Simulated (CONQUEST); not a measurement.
# Mo (Im-3m) in CONQUEST: reference runs

Reference runs on Mo: the cell as given.

Everything below comes from runs of CONQUEST 1.3. Logs are shortened: lines on timing, memory, paths and dates and some standing lists are left out, and cuts for length are marked.

## (1) The crystal as given

Symmetry: Im-3m, No. 229, cubic system. The conventional cell has a = 3.168 Å, b = 3.168 Å, c = 3.168 Å, α = 90.00°, β = 90.00°, γ = 90.00°. Mo (site symmetry m-3m) is surrounded by 8 Mo at 2.74 Å.

## (2) Single point, PBE

Contents of Conquest_input:

```
IO.Title Mo
IO.Coordinates coords.dat
IO.FractionalAtomicCoords T
IO.Iprint 2
IO.Iprint_init 1
General.NumberOfSpecies 1
General.PseudopotentialType hamann
AtomMove.TypeOfRun static
AtomMove.FullStress T
Grid.GridCutoff 120
DM.SolutionMethod diagon
Diag.MPMesh T
Diag.GammaCentred T
Diag.MPMeshX 8
Diag.MPMeshY 8
Diag.MPMeshZ 8
Diag.kT 0.00183747
minE.SCTolerance 1e-6
SC.MaxIters 100
IO.AtomChargeOutput T
IO.DumpChargeDensity T
IO.DumpTotPot T
%block ChemicalSpeciesLabel
1 95.940 Mo
%endblock
```

Contents of coords.dat:

```
    5.9859303816     0.0000000000     0.0000000000
    0.0000000000     5.9859303816     0.0000000000
    0.0000000000     0.0000000000     5.9859303816
2
  0.0000000000   0.0000000000   0.0000000000 1 T T T
  0.5000000000   0.5000000000   0.5000000000 1 T T T
```

Potentials or basis: PseudoDojo NC PBE, DZP, grid cutoff 120 Ha.

Command:

```console
$ Conquest
```

Standard output:

```text
Simulation cell dimensions:     5.9859 a0 x     5.9859 a0 x     5.9859 a0

      Atomic coordinates (a0)
         Atom         X         Y         Z  Species
            1    0.0000    0.0000    0.0000        1
            2    2.9930    2.9930    2.9930        1

         Monkhorst-Pack mesh:   8 x   8 x   8 gamma-centred
        This calculation includes non-local pseudopotentials,
         with a maximum core radius of      7.91802317

    Job title: Mo
    Job to be run: static calculation

    Ground state search:
      Support functions represented with PAO basis
      1:1 PAO to SF mapping
      Non-spin-polarised electrons
      Solving for the K matrix using diagonalisation
      Using Fermi-Dirac smearing

    Integration grid size:     32 x   32 x   32

    Integration grid spacing:  0.187 a0 x 0.187 a0 x 0.187 a0

    Number of species:  1
    --------------------------------------------------------
    |   #  mass (au)  Charge (e)  SF Rad (a0)  NSF  Label  |
    --------------------------------------------------------
    |   1     95.940      14.000        8.231   19  Mo     |
    --------------------------------------------------------
          SCF tolerance:                 0.00000100
          SCF iterations:               100

    The functional used will be GGA PBE96

           radial cut-off to be used is taken to be max PAO cut-off radius for this species:    7.918023

           greatest ang. mom. for making density from PAOs:  2
    Minimum blocs/proc is      512. Maximum blocs/proc is      512
    set_atom_dens: In set_atomic_density, electrons :      28.000000000000
 matrix_size & matrix_size_padH =           38          38

    Screened ion int: energy:    -111.290202110452 Ha

    new_SC_potl: Starting.  Tolerance:  0.10000E-05

    PulayMixSC: Starting Pulay mixing, A_up =  0.500 A_dn =  0.500
    PulayMixSC: Spin non-polarised calculation.
          Harris-Foulkes Energy            :      -140.583372536177762 Ha
          GroundState Energy (E-(1/2)TS)   :      -140.583528344829517 Ha
          Free Energy (E-TS)               :      -140.583684153481300 Ha
          DFT Total Energy                 :      -140.487664246288034 Ha
          Total number of electrons        :        28.000000000000792
    PulayMixSC: Pulay iteration     1 residual:              0.61113E-02
          Harris-Foulkes Energy            :      -140.528973226706285 Ha
          GroundState Energy (E-(1/2)TS)   :      -140.529236346787087 Ha
          Free Energy (E-TS)               :      -140.529499466867890 Ha
          DFT Total Energy                 :      -140.526964133159765 Ha
          Total number of electrons        :        28.000009240545591
    PulayMixSC: Pulay iteration     2 residual:              0.16498E-02
          Harris-Foulkes Energy            :      -140.527812073815596 Ha
          GroundState Energy (E-(1/2)TS)   :      -140.528068333203038 Ha
          Free Energy (E-TS)               :      -140.528324592590479 Ha
          DFT Total Energy                 :      -140.527759189664039 Ha
          Total number of electrons        :        28.000016989362361
    PulayMixSC: Pulay iteration     3 residual:              0.58088E-03
          Harris-Foulkes Energy            :      -140.527768281174332 Ha
          GroundState Energy (E-(1/2)TS)   :      -140.528026205261597 Ha
          Free Energy (E-TS)               :      -140.528284129348833 Ha
          DFT Total Energy                 :      -140.527764657433806 Ha
          Total number of electrons        :        28.000019266406113
    PulayMixSC: Pulay iteration     4 residual:              0.34163E-04
          Harris-Foulkes Energy            :      -140.527768317353718 Ha
          GroundState Energy (E-(1/2)TS)   :      -140.528025430907093 Ha
          Free Energy (E-TS)               :      -140.528282544460495 Ha
          DFT Total Energy                 :      -140.527768158776041 Ha
          Total number of electrons        :        28.000020145201276
    PulayMixSC: Pulay iteration     5 residual:              0.83091E-05
          Harris-Foulkes Energy            :      -140.527767472902696 Ha
          GroundState Energy (E-(1/2)TS)   :      -140.528024778945110 Ha
          Free Energy (E-TS)               :      -140.528282084987495 Ha
          DFT Total Energy                 :      -140.527767472001386 Ha
          Total number of electrons        :        28.000021980187878
    PulayMixSC: Pulay iteration     6 residual:              0.57471E-06
    PulayMixSC: Reached SCF tolerance of  0.57471E-06 after      6 iterations
      | Number of electrons      =        28.000022
      |* band energy as 2Tr[K.H] =       -31.814180215503910 Ha
      |  screened ion-ion energy =      -111.290202110451702 Ha
      |  Ha correction           =         1.810620136725767 Ha
      |  XC correction           =         0.765978748772284 Ha
      | GS Energy as E-(1/2)TS   =      -140.528024778945110 Ha
      | Free Energy as E-TS      =      -140.528282084987495 Ha
      |* Harris-Foulkes energy   =      -140.527767472902696 Ha
      |* DFT total energy        =      -140.527767472001386 Ha
      |  estimated accuracy      =        -0.000000000901309 Ha

    force: Forces on atoms (Ha/a0)
    force:  Atom   X              Y              Z
    force:     1  -0.0000000000  -0.0000000000  -0.0000000000
    force:     2  -0.0000000000   0.0000000000   0.0000000000

    force: Maximum force :        0.00000000(Ha/a0) on atom         2 in z direction
    force: Force Residual:        0.00000000 Ha/a0
    force: Total stress:         -0.49954530     0.00000000     0.00000000 GPa
                             0.00000000    -0.49954530     0.00000000
                             0.00000000     0.00000000    -0.49954530
    force: Average pressure:      0.49954530 GPa

    force: Finished force
    get_E_and_F: Change in energy during last step of electronic optimisation:  0.84445E-06

    BIBLIOGRAPHY: Please consider citing the following references in the conquest.bib file

    CONQUEST:         Bowler2002pt, Miyazaki2004, Nakata2020
    Basis:            Bowler2019
    DM:               Bowler:2006xr
    Pseudopotentials: Hamann2013, Bowler2019
    XC functional:    Perdew1996
```

Wall time 67 s (1 thread of AMD EPYC 9R14 (Zen 4), shared host); peak memory 0.55 GiB.

Results:

```
Free energy            : -3823.9694 eV
Pressure               : 0.5 GPa
Band gap on the k mesh : none (metal or under the smearing width)
```

Levels at points of the mesh, in eV from the Fermi level:
| k point | band 11 | band 12 | band 13 | band 14 | band 15 | band 16 | band 17 | band 18 |
| --- | --- | --- | --- | --- | --- | --- | --- | --- |
| (0.00, 0.00, 0.00) | -5.35 | -1.36 | -1.36 | -1.36 | 1.59 | 1.59 | 3.84 | 3.84 |
| (0.00, 0.00, 0.50) | -2.58 | -2.58 | -0.60 | -0.60 | -0.60 | -0.60 | 0.87 | 0.87 |
| (0.00, 0.50, 0.00) | -2.58 | -2.58 | -0.60 | -0.60 | -0.60 | -0.60 | 0.87 | 0.87 |
| (0.00, 0.50, 0.50) | -3.36 | -3.36 | 1.61 | 1.61 | 1.63 | 1.63 | 2.22 | 2.22 |
| (0.50, 0.00, 0.00) | -2.58 | -2.58 | -0.60 | -0.60 | -0.60 | -0.60 | 0.87 | 0.87 |
| (0.50, 0.00, 0.50) | -3.36 | -3.36 | 1.61 | 1.61 | 1.63 | 1.63 | 2.22 | 2.22 |
| (0.50, 0.50, 0.00) | -3.36 | -3.36 | 1.61 | 1.61 | 1.63 | 1.63 | 2.22 | 2.22 |
| (0.50, 0.50, 0.50) | -2.61 | -2.61 | -2.61 | -2.61 | 2.34 | 2.34 | 2.34 | 2.34 |

Caveat: the box holds several primitive cells, so bands are folded and the points are those of the box's own zone; the basis of atomic orbitals isn't converged, which shifts pressures, moduli and gaps.
